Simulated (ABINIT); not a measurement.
TaN in ABINIT: convergence with nband

Input of the first run (nband 17); the others differ in this setting and in those tied to it:

The input run.abi:

```
# Pseudopotentials
pp_dirpath "./"
pseudos "Ta.upf, N.upf"

# Structure
acell 3*1.0
rprim
     5.5520153542     0.0000000000     0.0000000000
    -2.7760076771     4.8081863389     0.0000000000
     0.0000000000     0.0000000000     5.4480804173
ntypat 2
znucl 73 7
natom 2
typat 1 2
xred
     0.0000000000     0.0000000000     0.5000000000
     0.6666666667     0.3333333333     0.0000000000

# Plane-wave basis
ecut 66.0

# k points
kptopt 1
ngkpt 8 8 8
nshiftk 1
shiftk 0.0 0.0 0.0

# Exchange and correlation
ixc -116133

# Bands and occupations
nband 17
occopt 3
tsmear 0.00183747

# SCF cycle
nstep 100
tolvrs 1.0e-10

# Output
iomode 3
prtwf 0
prtden 0
prteig 0
prtebands 0
enunit 1
```

Potentials or basis: PseudoDojo NC SR PBEsol v0.4 stringent.

The run is started by

```bash
$ abinit run.abi > log 2>&1
```

Hardware: 1 thread of Arm Neoverse V2, on a shared host.

```
nband  energy less the tightest run, at zero smearing (meV/atom)  SCF cycles  CPU time (s)  peak memory (GiB)
   17                                                       0.00          19           150               0.12
   18                                                       0.00          18           150               0.12
   19                                                       0.00          16           150               0.13
   20                                                       0.00          15           160               0.13
   21                                                       0.00          15           170               0.13
   24                                                       0.00          14           190               0.14
   30                                                       0.00          12           190               0.16
```

Against the tightest run, the energy stays within 1 meV/atom from 17 on. The tightest run that finished is the yardstick and may itself not be fully converged.

The run has no spin-orbit coupling, so splittings on Ta are missing.
